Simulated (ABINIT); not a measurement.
# ZrS2 (P-3m1) in ABINIT: a series of runs

One crystal, ZrS2, is run at these levels: LDA, rPW86PBE; tasks: band structure.

All numbers are computed with ABINIT 10.8.3 (patched build); they aren't measurements. Logs are shortened: lines on timing, memory, paths and dates and some standing lists are left out, and cuts for length are marked. The log counts tension as positive stress, the text compression.

**The experiment to reproduce.**

From “Stress-Tuned Optical Transitions in Layered 1T-MX2 (M= Hf, Zr, Sn; X= S, Se) Crystals”, 2022, arxiv:2210.12074, for a bulk crystal of ZrS2: band gap 1.68 eV (indirect).

The results are compared with them further down.

### Step 1. The structure

Symmetry: P-3m1, No. 164, trigonal system. The conventional cell has a = 3.691 Å, b = 3.691 Å, c = 6.041 Å, α = 90.00°, β = 90.00°, γ = 120.00°. Zr (site symmetry -3m) has 6 S at 2.57 Å as nearest neighbours. Around S (site symmetry 3m) lie 3 Zr at 2.57 Å.

The cell is a database's computed one.

### Step 2. Band structure, LDA

File run.abi:

```
# Datasets: ground state, then fixed potential
ndtset 2

# Pseudopotentials
pp_dirpath "./"
pseudos "Zr.hgh, S.hgh"

# Structure
acell 3.6913825498 3.6913825498 6.04107701 Angstrom
rprim
     1.0000000000     0.0000000000     0.0000000000
    -0.5000000000     0.8660254038     0.0000000000
     0.0000000000     0.0000000000     1.0000000000
ntypat 2
znucl 40 16
natom 3
typat 1 2 2
xcart
     0.0000000000     0.0000000000     0.0000000000
    -0.0000000003     4.0274234510     2.7159757083
     3.4878510205     2.0137117252     8.7000053383

# Plane-wave basis
ecut 761.918815 eV

# Exchange and correlation
ixc 7

# Bands and occupations
occopt 3
tsmear 0.00183747

# SCF cycle
nstep 100

# Output
iomode 3
prtwf 0
prteig 0
prtebands 0
prtden1 1
prtvha1 1
prtvclmb1 1
prtpot1 1
prtelf1 1

# Dataset 1
kptopt1 1
ngkpt1 8 8 5
nshiftk1 1
shiftk1 0.0 0.0 0.0
nband1 12
tolvrs1 1.0e-10

# Dataset 2: bands along G-M-K-G-A-L-H-A
iscf2 -2
getden2 1
nband2 16
nbdbuf2 2
tolwfr2 1.0e-12
kptopt2 -7
ndivsm2 6
prteig2 1
kptbounds2
     0.0000000000     0.0000000000     0.0000000000
     0.5000000000     0.0000000000     0.0000000000
     0.3333333333     0.3333333333     0.0000000000
     0.0000000000     0.0000000000     0.0000000000
     0.0000000000     0.0000000000     0.5000000000
     0.5000000000     0.0000000000     0.5000000000
     0.3333333333     0.3333333333     0.5000000000
     0.0000000000     0.0000000000     0.5000000000
```

Potentials or basis: HGH LDA.

Run with:

```sh
$ abinit run.abi > log 2>&1
```

run.abo:

```text
.Version 10.8.3 of ABINIT
 DATASET    1 : space group P-3 m 1 (#164); Bravais hP (primitive hexag.)
================================================================================
 Values of the parameters that define the memory need for DATASET  1.
     intxc =       0    ionmov =       0      iscf =       7    lmnmax =       7
     lnmax =       7     mgfft =      60  mpssoang =       3    mqgrid =    3001
     natom =       3  nloc_mem =       1    nspden =       1   nspinor =       1
    nsppol =       1      nsym =      12    n1xccc =       0    ntypat =       2
    occopt =       3   xclevel =       1
       mpw =        3426          nfft =       77760          nkpt =          40
================================================================================
================================================================================

 DATASET    2 : space group P-3 m 1 (#164); Bravais hP (primitive hexag.)
================================================================================
 Values of the parameters that define the memory need for DATASET  2.
     intxc =       0    ionmov =       0      iscf =      -2    lmnmax =       7
     lnmax =       7     mgfft =      60  mpssoang =       3    mqgrid =    3001
     natom =       3  nloc_mem =       1    nspden =       1   nspinor =       1
    nsppol =       1      nsym =      12    n1xccc =       0    ntypat =       2
    occopt =       3   xclevel =       1
       mpw =        3428          nfft =       77760          nkpt =          69
================================================================================
================================================================================

--------------------------------------------------------------------------------
------------- Echo of variables that govern the present computation ------------
--------------------------------------------------------------------------------
 -outvars: echo values of preprocessed input variables --------
            acell      6.9757020451E+00  6.9757020451E+00  1.1415981054E+01 Bohr
              amu      9.12240000E+01  3.20660000E+01
             ecut      2.80000000E+01 Hartree
           getden1          0
           getden2          1
             iscf1          7
             iscf2         -2
                       outvar_i_n : Printing only first  50 k-points.
              ixc           7
           jdtset        1    2
                       outvar_i_n : Printing only first  50 k-points.
           kptopt1          1
           kptopt2         -7
         kptrlatt        8    0    0      0    8    0      0    0    5
          kptrlen1     5.58056164E+01
[... 729 lines left out ...]

 Mean square residual over all n,k,spin=   51.240E-14; max=  99.976E-14
 reduced coordinates (array xred) for    3 atoms
       0.000000000000      0.000000000000      0.000000000000
       0.333333333333      0.666666666667      0.237909970178
       0.666666666667      0.333333333333      0.762090029822

 cartesian coordinates (angstrom) at end:
    1      0.00000000000000     0.00000000000000     0.00000000000000
    2      0.00000000000000     2.13122070884721     1.43723245129198
    3      1.84569127490000     1.06561035442361     4.60384455870802
 length scales=  6.975702045077  6.975702045077 11.415981054418 bohr
              =  3.691382549800  3.691382549800  6.041077010000 angstroms
 Eigenvalues (hartree) for nkpt=  69  k points:
 kpt#   1, nband= 16, wtk=  1.00000, kpt=  0.0000  0.0000  0.0000 (reduced coord)
  -0.31761   -0.26724   -0.01078    0.04098    0.04098    0.14554    0.14554    0.14782
   0.20343    0.20343    0.23536    0.32564    0.32564    0.34495    0.35924    0.49487
 kpt#   2, nband= 16, wtk=  1.00000, kpt=  0.0455  0.0000  0.0000 (reduced coord)
  -0.31689   -0.26735   -0.00975    0.04012    0.04146    0.13931    0.14274    0.14828
   0.20501    0.20669    0.23623    0.32129    0.32519    0.34865    0.36676    0.49453
 kpt#   3, nband= 16, wtk=  1.00000, kpt=  0.0909  0.0000  0.0000 (reduced coord)
  -0.31477   -0.26769   -0.00671    0.03785    0.04285    0.12403    0.13596    0.14901
   0.20703    0.21474    0.23897    0.31431    0.32417    0.35911    0.38311    0.48991
 kpt#   4, nband= 16, wtk=  1.00000, kpt=  0.1364  0.0000  0.0000 (reduced coord)
  -0.31135   -0.26821   -0.00181    0.03494    0.04496    0.10465    0.12779    0.14845
   0.20687    0.22473    0.24347    0.31014    0.32340    0.37432    0.40262    0.48648
 kpt#   5, nband= 16, wtk=  1.00000, kpt=  0.1818  0.0000  0.0000 (reduced coord)
  -0.30683   -0.26888    0.00463    0.03228    0.04746    0.08411    0.11987    0.14501
   0.20475    0.23468    0.24915    0.31055    0.32383    0.39156    0.42152    0.48622
 kpt#   6, nband= 16, wtk=  1.00000, kpt=  0.2273  0.0000  0.0000 (reduced coord)
  -0.30148   -0.26961    0.01180    0.03079    0.04994    0.06436    0.11310    0.13810
[... 176 lines left out ...]
  -0.30067   -0.27779    0.01966    0.03353    0.04648    0.09371    0.11068    0.11731
   0.21864    0.21920    0.26779    0.30144    0.32223    0.42867    0.43954    0.47761
 kpt#  66, nband= 16, wtk=  1.00000, kpt=  0.0769  0.0769  0.5000 (reduced coord)
  -0.30484   -0.27793    0.02573    0.02986    0.04514    0.10802    0.10812    0.12298
   0.21382    0.21542    0.26058    0.30850    0.32819    0.41068    0.42962    0.47630
 kpt#  67, nband= 16, wtk=  1.00000, kpt=  0.0513  0.0513  0.5000 (reduced coord)
  -0.30800   -0.27802    0.02656    0.03272    0.04356    0.09928    0.12338    0.13240
   0.20832    0.21079    0.25347    0.31944    0.33291    0.39370    0.42120    0.47312
 kpt#  68, nband= 16, wtk=  1.00000, kpt=  0.0256  0.0256  0.5000 (reduced coord)
  -0.30997   -0.27808    0.02437    0.03909    0.04236    0.09137    0.13634    0.13926
   0.20410    0.20533    0.24838    0.33087    0.33576    0.37982    0.41590    0.46924
 kpt#  69, nband= 16, wtk=  1.00000, kpt=  0.0000  0.0000  0.5000 (reduced coord)
  -0.31064   -0.27810    0.02361    0.04193    0.04193    0.08796    0.14183    0.14183
   0.20247    0.20247    0.24658    0.33670    0.33670    0.37345    0.41412    0.46728

== END DATASET(S) ==============================================================
================================================================================

 -outvars: echo values of variables after computation  --------
            acell      6.9757020451E+00  6.9757020451E+00  1.1415981054E+01 Bohr
           etotal1    -2.3730593908E+01
            fcart1    -5.1467129870E-29  8.9143683853E-29 -5.7824115866E-19
                      -3.6026990909E-28  2.6743105156E-28 -8.4382022890E-03
                       4.1173703896E-28 -3.5657473541E-28  8.4382022890E-03
            rprim      1.0000000000E+00  0.0000000000E+00  0.0000000000E+00
                      -5.0000000000E-01  8.6602540380E-01  0.0000000000E+00
                       0.0000000000E+00  0.0000000000E+00  1.0000000000E+00
           strten1     2.3667195923E-04  2.3667195920E-04  1.5522352269E-04
                       0.0000000000E+00  0.0000000000E+00  0.0000000000E+00
           xangst      0.0000000000E+00  0.0000000000E+00  0.0000000000E+00
                       8.8363627876E-17  2.1312207088E+00  1.4372324513E+00
                       1.8456912749E+00  1.0656103544E+00  4.6038445587E+00
             xred      0.0000000000E+00  0.0000000000E+00  0.0000000000E+00
                       3.3333333333E-01  6.6666666667E-01  2.3790997018E-01
                       6.6666666667E-01  3.3333333333E-01  7.6209002982E-01
 Calculation completed.
```

It took 91 s on 1 thread of Arm Neoverse V2, shared host; peak memory 0.12 GiB.

Results:

| Property | Result |
| --- | --- |
| Free energy | -645.7424 eV |
| Pressure | -6.2 GPa |
| Largest force | 0.434 eV/Å |
| Band gap on the k mesh | 0.93 eV, indirect (least direct gap 1.51 eV) |
| Band gap along the path | 0.91 eV, indirect (least direct gap 1.51 eV) |
| Valence electrons inside the program's atomic spheres | Zr 0.98; S 3.90 |

Forces in eV/Å, atoms in the order of the input:
```
Zr   0.000  0.000  0.000
S    0.000  0.000 -0.434
S    0.000  0.000  0.434
```

Levels at the corners of the path, in eV from the valence-band top:
| point | band 5 | band 6 | band 7 | band 8 | band 9 | band 10 | band 11 | band 12 |
| --- | --- | --- | --- | --- | --- | --- | --- | --- |
| Γ | -2.94 | -0.09 | -0.09 | -0.03 | 1.48 | 1.48 | 2.35 | 4.81 |
| M | -2.61 | -2.48 | -1.77 | -1.27 | 1.06 | 3.18 | 3.47 | 5.52 |
| K | -3.44 | -2.11 | -2.11 | -1.58 | 2.15 | 3.14 | 3.14 | 4.73 |
| Γ | -2.94 | -0.09 | -0.09 | -0.03 | 1.48 | 1.48 | 2.35 | 4.81 |
| A | -2.91 | -1.66 | -0.20 | -0.20 | 1.45 | 1.45 | 2.65 | 5.11 |
| L | -2.72 | -2.34 | -1.07 | -0.87 | 0.91 | 3.17 | 3.48 | 5.11 |
| H | -3.20 | -2.03 | -1.88 | -1.88 | 2.27 | 2.89 | 2.89 | 5.29 |
| A | -2.91 | -1.66 | -0.20 | -0.20 | 1.45 | 1.45 | 2.65 | 5.11 |

Caveat: HGH potentials are hard and often keep d shells in the core, so these values are rough.

### Step 3. Band structure, rPW86PBE

File run.abi:

```
# Datasets: ground state, then fixed potential
ndtset 2

# Pseudopotentials
pp_dirpath "./"
pseudos "Zr.GGA_PBE-JTH.xml, S.GGA_PBE-JTH.xml"

# Structure
acell 3*1.0
rprim
     6.9757020403     0.0000000000     0.0000000000
    -3.4878510202     6.0411351761     0.0000000000
     0.0000000000     0.0000000000    11.4159810467
ntypat 2
znucl 40 16
natom 3
typat 1 2 2
xred
     0.0000000000     0.0000000000     0.0000000000
     0.3333333333     0.6666666667     0.2379099700
     0.6666666667     0.3333333333     0.7620900300

# Plane-wave basis
ecut 544.227725 eV
pawecutdg 40.0

# Exchange and correlation
ixc -144130

# Bands and occupations
occopt 3
tsmear 0.05 eV

# SCF cycle
nstep 100

# Output
iomode 3
prtwf 0
prteig 0
prtebands 0
enunit 1
prtden1 1
prtvha1 1
prtvclmb1 1
prtpot1 1

# Dataset 1
kptopt1 1
ngkpt1 8 8 5
nshiftk1 1
shiftk1 0.0 0.0 0.0
nband1 16
tolvrs1 1.0e-9

# Dataset 2: bands along G-M-K-G-A-L-H-A
iscf2 -2
getden2 1
nband2 20
nbdbuf2 2
tolwfr2 1.0e-12
kptopt2 -7
ndivsm2 5
prteig2 1
kptbounds2
     0.0000000000     0.0000000000     0.0000000000
     0.5000000000     0.0000000000     0.0000000000
     0.3333333333     0.3333333333     0.0000000000
     0.0000000000     0.0000000000     0.0000000000
     0.0000000000     0.0000000000     0.5000000000
     0.5000000000     0.0000000000     0.5000000000
     0.3333333333     0.3333333333     0.5000000000
     0.0000000000     0.0000000000     0.5000000000
```

Potentials or basis: JTH PAW PBE v2.0.

Run with:

```sh
$ abinit run.abi > log 2>&1
```

Wall time 77 s (1 thread of Arm Neoverse V2, shared host); peak memory 0.16 GiB.

Results (log left out):

- Free energy: -1863.1174 eV
- Pressure: 3.3 GPa
- Largest force: 0.307 eV/Å
- Band gap on the k mesh: 1.09 eV, indirect (least direct gap 1.66 eV)
- Band gap along the path: 1.07 eV, indirect (least direct gap 1.66 eV)
- Valence electrons inside the program's atomic spheres: Zr 8.91; S 3.62

Forces on the atoms (eV/Å):
```
Zr   0.000  0.000  0.000
S    0.000  0.000  0.307
S    0.000  0.000 -0.307
```

Stress tensor (GPa, compression positive):
```
3.53 0.00 0.00
0.00 3.53 0.00
0.00 0.00 2.86
```

Levels at the corners of the path, in eV from the valence-band top:
| point | band 8 | band 9 | band 10 | band 11 | band 12 | band 13 | band 14 | band 15 | band 16 | band 17 |
| --- | --- | --- | --- | --- | --- | --- | --- | --- | --- | --- |
| Γ | -2.75 | -2.75 | -0.09 | -0.09 | -0.05 | 1.62 | 1.62 | 2.44 | 5.00 | 5.00 |
| M | -2.50 | -2.43 | -2.31 | -1.64 | -1.15 | 1.23 | 3.23 | 3.50 | 5.67 | 5.90 |
| K | -3.21 | -3.21 | -1.94 | -1.94 | -1.40 | 2.22 | 3.18 | 3.18 | 4.98 | 4.98 |
| Γ | -2.75 | -2.75 | -0.09 | -0.09 | -0.05 | 1.62 | 1.62 | 2.44 | 5.00 | 5.00 |
| A | -2.72 | -2.72 | -1.60 | -0.19 | -0.19 | 1.59 | 1.59 | 2.76 | 5.29 | 5.29 |
| L | -3.01 | -2.54 | -2.18 | -0.96 | -0.77 | 1.07 | 3.22 | 3.50 | 5.28 | 5.96 |
| H | -3.33 | -3.00 | -1.83 | -1.72 | -1.72 | 2.31 | 2.94 | 2.94 | 5.50 | 5.50 |
| A | -2.72 | -2.72 | -1.60 | -0.19 | -0.19 | 1.59 | 1.59 | 2.76 | 5.29 | 5.29 |

Caveat: the PAW data sets were made with another functional, which shifts forces and pressure a little.

### Step 4. Against experiment

Step 3. Against the measured gap of ZrS2, 1.68 eV (indirect; quoted in “Stress-Tuned Optical Transitions in Layered 1T-MX2 (M= Hf, Zr, Sn; X= S, Se) Crystals”, 2022, arxiv:2210.12074), the calculated 1.07 eV is off by -0.61 eV. Spin-orbit coupling on Zr is left out. The value is that of rPW86PBE, without temperature or zero-point motion. The cell is a database's relaxed one, not the measured one, which moves gaps too.
